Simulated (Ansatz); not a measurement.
**Structure relaxation of TiAl3**

Theory: DFT PBE, scalar-relativistic, plane waves, PAW (Ansatz). Cutoff 420 eV, Γ-centred k mesh, Gaussian smearing, no spin polarisation in the final step.

TiAl3 was placed on the sites of a reported BCl3 cell (P6_3/m, No. 176), with Ti in place of B, Al in place of Cl, at a guessed volume.

```yaml
crystal:
  lattice:
    - [5.31065, 0.00000, 0.00000]
    - [-2.65532, 4.59916, 0.00000]
    - [0.00000, 0.00000, 5.72118]
  atoms:
    - { symbol: Ti, position: [0.33333, 0.66667, 0.25000] }
    - { symbol: Ti, position: [0.66667, 0.33333, 0.75000] }
    - { symbol: Al, position: [0.04550, 0.37630, 0.25000] }
    - { symbol: Al, position: [0.66920, 0.04550, 0.75000] }
    - { symbol: Al, position: [0.62370, 0.66920, 0.25000] }
    - { symbol: Al, position: [0.95450, 0.62370, 0.75000] }
    - { symbol: Al, position: [0.33080, 0.95450, 0.25000] }
    - { symbol: Al, position: [0.37630, 0.33080, 0.75000] }
```

Cell and atoms relax at zero pressure; the relaxation can't lower the symmetry of the start. After a coarse first stage the cell is made exact in the group found at 0.06 Å.

The zero of energy is the elements' standard structures at the same level; no fitted shifts are applied.

(1) Which crystal results?

(2) What are its volume, energy, density and gap?

Results:

(1) It ends in P6_3/mmc (No. 194). The result has the Ni3Sn (D0_19) structure. Conventional cell: a = 5.577 Å, c = 4.717 Å. Ti is coordinated by 12 Al at 2.79–2.86 Å; around Al lie 8 Al at 2.77–2.85 Å and 4 Ti at 2.79–2.86 Å.

```xyz
8
Lattice="5.5771 0.0000 0.0000 -2.7886 4.8299 0.0000 0.0000 0.0000 4.7165" Properties=species:S:1:pos:R:3 pbc="T T T"
Ti    0.0000    3.2199    1.1791
Ti    2.7886    1.6100    3.5374
Al    4.1904    0.8006    1.1791
Al    1.4019    4.0293    3.5374
Al    2.7886    3.2287    1.1791
Al   -1.4019    4.0293    3.5374
Al    1.3867    0.8006    1.1791
Al    0.0000    1.6012    3.5374
```

(2) The volume per atom is 15.88 Å³. The density is 3.37 g/cm³. The energy over the elements is -0.32 eV/atom and the gap on the 9×9×8 mesh is 0 eV (a metal).

The final run used a 9×9×8 mesh on its 8-atom cell and 0.10 eV smearing. For metals, differences of a few meV/atom aren't resolved. A structure relaxed within its symmetry needn't be a true minimum.